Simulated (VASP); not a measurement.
# In2O3: from the relaxed cell to its vibrations, part 2 of 2

What lattice, stiffness and vibrations does In2O3 have at one level of theory? The starting structure is a measured crystal structure from the Crystallography Open Database. All runs use LDA.

VASP 6.6.1.

So far. Step 2 (Relaxation): The relaxed cell holds 12.421 Å³ an atom, with a = 5.469 Å (-0.3 % against the database cell) and c = 14.387 Å (-0.8 % against the database cell). Pressures at 0.985 and 1.015 times this volume, from two more relaxations that aren't shown, give a bulk modulus of 176.4 GPa. Step 3 (Elastic constants): The elastic tensor has C11 = 306.4, C12 = 165.3, C44 = 66.1 GPa, among others; its Hill averages are a bulk modulus of 181.7 and a shear modulus of 67.9 GPa.

## Step 4: Modes of the relaxed cell

Level of this step: LDA; plane waves and PAW (In_d, O) (VASP).

INCAR

```
SYSTEM = In2O3
PREC = Accurate
ENCUT = 560
EDIFF = 1E-08
NELM = 100
ISMEAR = 0
SIGMA = 0.03
LREAL = .FALSE.
ALGO = Normal
GGA = CA
NBANDS = 54
LORBIT = 11
LWAVE = .FALSE.
LCHARG = .FALSE.
KPAR = 8
IBRION = 8
LEPSILON = .TRUE.
LPEAD = .TRUE.
ISIF = 2
```

POSCAR

```
In2O3
1.0
    2.7343825363      1.5786964934      4.7957532747
   -2.7343825363      1.5786964934      4.7957532747
    0.0000000000     -3.1573929867      4.7957532747
In O
4 6
Direct
    0.8576504713      0.8576504713      0.8576504713
    0.6423495287      0.6423495287      0.6423495287
    0.1423495287      0.1423495287      0.1423495287
    0.3576504713      0.3576504713      0.3576504713
    0.0455193181      0.7500000000      0.4544806819
    0.7500000000      0.4544806819      0.0455193181
    0.4544806819      0.0455193181      0.7500000000
    0.9544806819      0.2500000000      0.5455193181
    0.2500000000      0.5455193181      0.9544806819
    0.5455193181      0.9544806819      0.2500000000
```

KPOINTS

```
Automatic mesh
0
Gamma
6 6 6
0 0 0
```

PAW data sets: In_d and O (LDA family, release 64).

Launch:

```
> mpirun -np 8 vasp_std
```

What it wrote:

```text
[... set-up lines as in an earlier step ...]
 entering main loop
       N       E                     dE             d eps       ncg     rms          rms(c)
[... 13 cycles as in an earlier step ...]
DAV:  14    -0.636683041554E+02    0.65758E-07   -0.74453E-07  4696   0.618E-03    0.134E-03
DAV:  15    -0.636683041553E+02    0.11096E-09   -0.42493E-08  3874   0.148E-03
   1 F= -.63668304E+02 E0= -.63668304E+02  d E =-.214510E-13
 Linear response reoptimize wavefunctions to high precision
DAV:   1    -0.636683041552E+02    0.67303E-10   -0.62629E-09  2336   0.665E-04
DAV:   2    -0.636683041556E+02   -0.34197E-09   -0.21617E-09  2286   0.371E-04
DAV:   3    -0.636683041556E+02   -0.18190E-10   -0.78307E-10  2286   0.233E-04
 Linear response to external field (no local field effect), progress :
  Direction:   1
       N       E                     dE             d eps       ncg     rms          rms(c)
RMM:   1    -0.112222010290E+01   -0.11222E+01   -0.38636E+00  4086   0.668E+00
RMM:   2    -0.138319289091E+01   -0.26097E+00   -0.11671E-01  4365   0.173E+00
[...]
RMM:  17    -0.363901292356E+00    0.56588E-08    0.43528E-08 26024   0.126E-04    0.594E-06
 first order change of Fermi-energy   0.10540E+00
 force on displaced ion       5 direction 1 : -12.281   0.309   4.071
 Born effective charge ion    5 direction 1 :  -2.166  -0.100   0.451
 Linear response progress:
  Degree of freedom:   4/  4
       N       E                     dE             d eps       ncg     rms          rms(c)
RMM:   1    -0.368991567269E+00   -0.36899E+00    0.31657E-01 29450   0.250E+00
RMM:   2    -0.363218145709E+00    0.57734E-02   -0.98559E-03 18174   0.564E-01    0.202E-01
RMM:   3    -0.364256123996E+00   -0.10380E-02   -0.18691E-03 20772   0.245E-01    0.883E-02
RMM:   4    -0.365502139105E+00   -0.12460E-02   -0.76982E-04 20621   0.116E-01    0.165E-02
[...]
RMM:  14    -0.365550188317E+00   -0.14890E-06   -0.24515E-08 24749   0.148E-04    0.351E-04
RMM:  15    -0.365550167729E+00    0.20588E-07   -0.26248E-08 24067   0.128E-04    0.201E-04
RMM:  16    -0.365550163778E+00    0.39508E-08   -0.20345E-09 25078   0.120E-04    0.713E-05
 first order change of Fermi-energy   0.39564E-03
 force on displaced ion       5 direction 3 :   4.073  -2.350  -9.117
 Born effective charge ion    5 direction 3 :   0.324  -0.187  -2.147
 Born effective charges drift removed
 Linear response finished
```

Elapsed: 15 min, on 8 MPI ranks of AMD EPYC 9R45, shared host; peak memory 14 GiB; 2 h of CPU time.

From OUTCAR (step 4):

```text
  Total       -0.0078731     -0.0078731     -0.0039719      0.0000000     -0.0000000      0.0000000
  in kB       -0.1015527     -0.1015527     -0.0512318      0.0000000     -0.0000000      0.0000000
  external PRESSURE =      -0.0847791 kB  Pullay stress =       0.0000000 kB

 POSITION                                       TOTAL-FORCE (eV/Angst)
 -----------------------------------------------------------------------------------
      0.00000      0.00000     12.33924         0.000000     -0.000000     -0.000576
      0.00000      0.00000      9.24165         0.000000      0.000000      0.000576
      0.00000      0.00000      2.04802         0.000000      0.000000      0.000576
      0.00000      0.00000      5.14561         0.000000     -0.000000     -0.000576
     -1.92632     -0.17909      5.99469        -0.000138     -0.000239     -0.000000
      0.80806      1.75779      5.99469        -0.000138      0.000239     -0.000000
      1.11826     -1.57870      5.99469         0.000276      0.000000     -0.000000
      1.92632      0.17909      8.39257         0.000138      0.000239     -0.000000
     -0.80806     -1.75779      8.39257         0.000138     -0.000239     -0.000000
     -1.11826      1.57870      8.39257        -0.000276     -0.000000     -0.000000
 -----------------------------------------------------------------------------------
    total drift:                               -0.000000      0.000000     -0.000000

 MACROSCOPIC STATIC DIELECTRIC TENSOR (including local field effects in DFT)
 ------------------------------------------------------
           4.955419    -0.000000     0.000000
          -0.000000     4.955419     0.000000
           0.000000     0.000000     4.706147
 ------------------------------------------------------

 MACROSCOPIC STATIC DIELECTRIC TENSOR IONIC CONTRIBUTION
 ------------------------------------------------------
           6.324585    -0.000000    -0.000000
          -0.000000     6.324585     0.000000
          -0.000000     0.000000     9.171803
 ------------------------------------------------------

[... 2 parts as in an earlier step ...]
```

The zone-centre modes at 12.421 Å³ an atom are at the top A2g (3) 608.2, Eg (5) 586.2, A1u (2) 548.2, A1g (2) 499.9 cm⁻¹, at the bottom Eg (1) 174.0, Eu (1) 170.6, A1g (1) 161.0, A2g (1) 127.9 cm⁻¹, with 10 more of the listed ones between.

## Step 5: Modes at 0.97 of that volume

Shape and positions were first relaxed at this volume, in a run that isn't shown.

INCAR is that of step 4.

POSCAR

```
In2O3
1.0
    2.7158629463      1.5680042030      4.7155397479
   -2.7158629463      1.5680042030      4.7155397479
    0.0000000000     -3.1360084061      4.7155397479
In O
4 6
Direct
    0.8586223359      0.8586223359      0.8586223359
    0.6413776641      0.6413776641      0.6413776641
    0.1413776641      0.1413776641      0.1413776641
    0.3586223359      0.3586223359      0.3586223359
    0.0449133317      0.7500000000      0.4550866683
    0.7500000000      0.4550866683      0.0449133317
    0.4550866683      0.0449133317      0.7500000000
    0.9550866683      0.2500000000      0.5449133317
    0.2500000000      0.5449133317      0.9550866683
    0.5449133317      0.9550866683      0.2500000000
```

KPOINTS is that of step 4.

Launch:

```
> mpirun -np 8 vasp_std
```

What it wrote:

```text
[... set-up lines as in an earlier step ...]
 entering main loop
       N       E                     dE             d eps       ncg     rms          rms(c)
DAV:   1     0.131779280257E+04    0.13178E+04   -0.43334E+04  3570   0.252E+03
DAV:   2     0.205803859154E+03   -0.11120E+04   -0.10641E+04  3592   0.687E+02
DAV:   3    -0.506232158304E+02   -0.25643E+03   -0.24870E+03  3810   0.287E+02
DAV:   4    -0.730036636850E+02   -0.22380E+02   -0.22201E+02  4768   0.906E+01
[...]
DAV:  14    -0.635972962805E+02   -0.13025E-06   -0.18068E-06  4208   0.857E-03    0.249E-03
DAV:  15    -0.635972962704E+02    0.10108E-07   -0.15345E-07  4608   0.208E-03    0.875E-04
DAV:  16    -0.635972962703E+02    0.14006E-09   -0.42281E-09  2358   0.504E-04
   1 F= -.63597296E+02 E0= -.63597296E+02  d E =-.179831E-11
 Linear response reoptimize wavefunctions to high precision
DAV:   1    -0.635972962701E+02    0.19463E-09   -0.20476E-09  2286   0.391E-04
DAV:   2    -0.635972962701E+02   -0.23647E-10   -0.93149E-10  2262   0.241E-04
 Linear response to external field (no local field effect), progress :
[...]
RMM:  14    -0.364148873465E+00    0.72272E-07   -0.14356E-08 24150   0.116E-04    0.547E-04
 first order change of Fermi-energy   0.14649E+00
 force on displaced ion       5 direction 1 : -13.574   0.337   4.705
 Born effective charge ion    5 direction 1 :  -2.161  -0.097   0.433
 Linear response progress:
  Degree of freedom:   4/  4
       N       E                     dE             d eps       ncg     rms          rms(c)
RMM:   1    -0.370031660359E+00   -0.37003E+00    0.31176E-01 29416   0.255E+00
RMM:   2    -0.363456968528E+00    0.65747E-02   -0.10252E-02 18161   0.587E-01    0.213E-01
RMM:   3    -0.364542746026E+00   -0.10858E-02   -0.19757E-03 20655   0.255E-01    0.924E-02
RMM:   4    -0.365837186045E+00   -0.12944E-02   -0.81922E-04 20403   0.121E-01    0.164E-02
[...]
RMM:  13    -0.365893933537E+00    0.49662E-06    0.13602E-08 22184   0.169E-04    0.453E-04
RMM:  14    -0.365894025794E+00   -0.92257E-07   -0.19314E-08 24172   0.105E-04    0.358E-04
RMM:  15    -0.365894024651E+00    0.11433E-08    0.88102E-10 24473   0.788E-05    0.264E-04
 first order change of Fermi-energy   0.25020E-03
 force on displaced ion       5 direction 3 :   4.708  -2.718  -9.927
 Born effective charge ion    5 direction 3 :   0.302  -0.174  -2.128
 Born effective charges drift removed
 Linear response finished
```

The job ended after 14 min (8 MPI ranks; peak memory 13 GiB; 1.8 h of CPU time).

OUTCAR, selected parts (step 5):

```text
  Total        4.2761885      4.2761885      4.2817616     -0.0000000     -0.0000000      0.0000000
  in kB       56.8629892     56.8629892     56.9370982     -0.0000000     -0.0000000      0.0000000
  external PRESSURE =      56.8876922 kB  Pullay stress =       0.0000000 kB

 POSITION                                       TOTAL-FORCE (eV/Angst)
 -----------------------------------------------------------------------------------
      0.00000     -0.00000     12.14660         0.000000      0.000000     -0.000411
      0.00000     -0.00000      9.07333         0.000000     -0.000000      0.000411
      0.00000     -0.00000      2.00002         0.000000     -0.000000      0.000411
      0.00000     -0.00000      5.07329         0.000000      0.000000     -0.000411
     -1.91492     -0.18073      5.89442        -0.000237     -0.000410      0.000000
      0.80094      1.74873      5.89442        -0.000237      0.000410      0.000000
      1.11397     -1.56800      5.89442         0.000473      0.000000      0.000000
      1.91492      0.18073      8.25219         0.000237      0.000410      0.000000
     -0.80094     -1.74873      8.25219         0.000237     -0.000410      0.000000
     -1.11397      1.56800      8.25219        -0.000473      0.000000      0.000000
 -----------------------------------------------------------------------------------
    total drift:                                0.000000      0.000000     -0.000000

 MACROSCOPIC STATIC DIELECTRIC TENSOR (including local field effects in DFT)
 ------------------------------------------------------
           4.831888     0.000000     0.000000
          -0.000000     4.831888    -0.000000
           0.000000    -0.000000     4.556501
 ------------------------------------------------------

 MACROSCOPIC STATIC DIELECTRIC TENSOR IONIC CONTRIBUTION
 ------------------------------------------------------
           5.765347    -0.000000    -0.000000
          -0.000000     5.765347    -0.000000
          -0.000000    -0.000000     8.563669
 ------------------------------------------------------

[... 1 part as in an earlier step ...]

[... 1 further part left out ...]
```

The zone-centre modes at 12.049 Å³ an atom are at the top A2g (3) 637.2, Eg (5) 617.6, A1u (2) 573.2, A1g (2) 523.6 cm⁻¹, at the bottom Eg (1) 177.5, Eu (1) 177.9, A1g (1) 164.0, A2g (1) 131.5 cm⁻¹, with 10 more of the listed ones between.

## Step 6: Modes at 1.03 of that volume

Shape and positions were first relaxed at this volume, in a run that isn't shown.

INCAR is that of step 5.

POSCAR

```
In2O3
1.0
    2.7540491807      1.5900510359      4.8693301008
   -2.7540491807      1.5900510359      4.8693301008
    0.0000000000     -3.1801020716      4.8693301008
In O
4 6
Direct
    0.8568564598      0.8568564598      0.8568564598
    0.6431435402      0.6431435402      0.6431435402
    0.1431435402      0.1431435402      0.1431435402
    0.3568564598      0.3568564598      0.3568564598
    0.0459391041      0.7500000000      0.4540608959
    0.7500000000      0.4540608959      0.0459391041
    0.4540608959      0.0459391041      0.7500000000
    0.9540608959      0.2500000000      0.5459391041
    0.2500000000      0.5459391041      0.9540608959
    0.5459391041      0.9540608959      0.2500000000
```

KPOINTS is that of step 5.

Launch:

```
> mpirun -np 8 vasp_std
```

What it wrote:

```text
[... set-up lines as in an earlier step ...]
 entering main loop
       N       E                     dE             d eps       ncg     rms          rms(c)
DAV:   1     0.130407086769E+04    0.13041E+04   -0.43406E+04  3494   0.247E+03
DAV:   2     0.204066660445E+03   -0.11000E+04   -0.10547E+04  3592   0.670E+02
DAV:   3    -0.501632010083E+02   -0.25423E+03   -0.24585E+03  3762   0.283E+02
DAV:   4    -0.727530428052E+02   -0.22590E+02   -0.22377E+02  4744   0.886E+01
[...]
DAV:  14    -0.636159333067E+02    0.86828E-07   -0.65044E-07  4768   0.474E-03    0.218E-03
DAV:  15    -0.636159332897E+02    0.17013E-07   -0.97255E-08  3882   0.183E-03    0.104E-03
DAV:  16    -0.636159332906E+02   -0.88949E-09   -0.10308E-08  2286   0.932E-04
   1 F= -.63615933E+02 E0= -.63615933E+02  d E =-.696885E-13
 Linear response reoptimize wavefunctions to high precision
DAV:   1    -0.636159332905E+02    0.83674E-10   -0.23690E-09  2286   0.553E-04
DAV:   2    -0.636159332907E+02   -0.15280E-09   -0.11592E-09  2286   0.258E-04
[...]
RMM:  18    -0.363667567932E+00   -0.63276E-08   -0.36589E-08 25943   0.121E-04    0.186E-06
 first order change of Fermi-energy   0.65084E-01
 force on displaced ion       5 direction 1 : -11.128   0.284   3.478
 Born effective charge ion    5 direction 1 :  -2.172  -0.103   0.469
 Linear response progress:
  Degree of freedom:   4/  4
       N       E                     dE             d eps       ncg     rms          rms(c)
RMM:   1    -0.368316856838E+00   -0.36832E+00    0.31811E-01 29452   0.245E+00
RMM:   2    -0.363005545503E+00    0.53113E-02   -0.96853E-03 18209   0.544E-01    0.191E-01
RMM:   3    -0.363993178417E+00   -0.98763E-03   -0.17710E-03 20913   0.235E-01    0.846E-02
RMM:   4    -0.365195618638E+00   -0.12024E-02   -0.73315E-04 20827   0.111E-01    0.166E-02
[...]
RMM:  16    -0.365230985248E+00    0.18184E-07   -0.31493E-08 25360   0.132E-04    0.909E-05
RMM:  17    -0.365230974252E+00    0.10996E-07   -0.26468E-08 26227   0.127E-04    0.702E-05
RMM:  18    -0.365230966489E+00    0.77629E-08   -0.33199E-08 26729   0.125E-04    0.243E-05
 first order change of Fermi-energy  -0.39003E-03
 force on displaced ion       5 direction 3 :   3.479  -2.008  -8.354
 Born effective charge ion    5 direction 3 :   0.345  -0.199  -2.166
 Born effective charges drift removed
 Linear response finished
```

Wall time 18 min (8 MPI ranks); peak memory 14 GiB.

OUTCAR, selected parts (step 6):

```text
  Total       -3.9193058     -3.9193058     -3.9234861      0.0000000     -0.0000000      0.0000000
  in kB      -49.0813506    -49.0813506    -49.1337009      0.0000000     -0.0000000      0.0000000
  external PRESSURE =     -49.0988007 kB  Pullay stress =       0.0000000 kB

 POSITION                                       TOTAL-FORCE (eV/Angst)
 -----------------------------------------------------------------------------------
      0.00000      0.00000     12.51695         0.000000     -0.000000     -0.000048
      0.00000      0.00000      9.39503         0.000000      0.000000      0.000048
      0.00000      0.00000      2.09104         0.000000      0.000000      0.000048
      0.00000      0.00000      5.21296         0.000000     -0.000000     -0.000048
     -1.93902     -0.17838      6.08666         0.000033      0.000058      0.000000
      0.81503      1.76843      6.08666         0.000033     -0.000058      0.000000
      1.12399     -1.59005      6.08666        -0.000067     -0.000000     -0.000000
      1.93902      0.17838      8.52133        -0.000033     -0.000058      0.000000
     -0.81503     -1.76843      8.52133        -0.000033      0.000058      0.000000
     -1.12399      1.59005      8.52133         0.000067      0.000000      0.000000
 -----------------------------------------------------------------------------------
    total drift:                               -0.000000     -0.000000      0.000000

 MACROSCOPIC STATIC DIELECTRIC TENSOR (including local field effects in DFT)
 ------------------------------------------------------
           5.107947    -0.000000     0.000000
           0.000000     5.107947     0.000000
          -0.000000     0.000000     4.877694
 ------------------------------------------------------

 MACROSCOPIC STATIC DIELECTRIC TENSOR IONIC CONTRIBUTION
 ------------------------------------------------------
           6.963021    -0.000000     0.000000
           0.000000     6.963021     0.000000
           0.000000     0.000000     9.921415
 ------------------------------------------------------

[... 1 part as in an earlier step ...]

[... 1 further part left out ...]
```

The log as kept lacks single lines of electronic cycles.

The zone-centre modes at 12.794 Å³ an atom are at the top A2g (3) 580.3, Eg (5) 556.6, A1u (2) 524.7, A1g (2) 477.6 cm⁻¹, at the bottom Eg (1) 170.0, Eu (1) 163.2, A1g (1) 157.5, A2g (1) 123.6 cm⁻¹, with 10 more of the listed ones between.

## Step 7: The runs compared

```csv
run,volume (Å³/atom),A2g (3),Eg (5),A1u (2),A1g (2),Eg (1),Eu (1),A1g (1),A2g (1),core minutes
relaxation,12.421,-,-,-,-,-,-,-,-,3.07
elastic constants,12.421,-,-,-,-,-,-,-,-,215.0
modes of the relaxed cell,12.421,608.2,586.2,548.2,499.9,174.0,170.6,161.0,127.9,118.0
modes at 0.97 of that volume,12.049,637.2,617.6,573.2,523.6,177.5,177.9,164.0,131.5,110.0
modes at 1.03 of that volume,12.794,580.3,556.6,524.7,477.6,170.0,163.2,157.5,123.6,143.0
```

Modes are in cm⁻¹, degenerate ones as one, matched by symmetry and order. A number in brackets counts the listed modes of one symmetry from the lowest. The symmetry labels come from an automatic analysis and can be wrong where levels nearly coincide. Between the highest four and the lowest four, 10 more are left out. Core minutes are wall time times ranks of the run shown, on a shared host.

## Step 8: What came out

```json
{"relaxed volume": "12.42 Å³/atom", "bulk modulus from two volumes": "176 GPa", "Hill shear modulus": "67.9 GPa", "mode A2g (3)": "608.2 cm⁻¹", "mode Eg (5)": "586.2 cm⁻¹", "mode A1u (2)": "548.2 cm⁻¹", "mode A1g (2)": "499.9 cm⁻¹", "mode Eg (1)": "174.0 cm⁻¹", "mode Eu (1)": "170.6 cm⁻¹", "mode A1g (1)": "161.0 cm⁻¹", "mode A2g (1)": "127.9 cm⁻¹", "Grüneisen parameter of A2g (3)": "1.56", "Grüneisen parameter of Eg (5)": "1.73", "Grüneisen parameter of A1u (2)": "1.47", "Grüneisen parameter of A1g (2)": "1.53", "Grüneisen parameter of A1g (1)": "0.67", "Grüneisen parameter of A2g (1)": "1.04"}
```

In words: At the LDA level In2O3 relaxes to 12.42 Å³ an atom. The bulk modulus is 176.4 GPa from the pressures at two volumes and 181.7 GPa as the Hill average of the elastic tensor, so the two routes agree. The mode Grüneisen parameters, from the cells at 0.97 and 1.03 of the volume, run from 0.67 (A1g (1)) to 2.15 (Eg (4)). Levels that come within 1 cm⁻¹ of another or under 2 cm⁻¹, or whose frequency doesn't run one way with the volume, are left out of this. The dielectric constants and Born charges in the logs aren't compared here; at a small gap they can be far off, and in a run without a gap they mean nothing. The frequencies are harmonic, and the splitting of polar modes by their long-range field is left out. All values are for a static lattice. Further runs on this material are not shown.

[Lines on the potential files, build, host, timing and source positions are cut from VASP's logs without a mark.]

[Logs are printed without paths, hosts, clocks, repeated set-up lines and the standing remarks that a program may print on its own settings, such as how far it seeks lower states.]

[Hosts, paths, dates, database ids (printed as entryN), source tags and the programs' standing remarks are cut or masked in the printed files.]
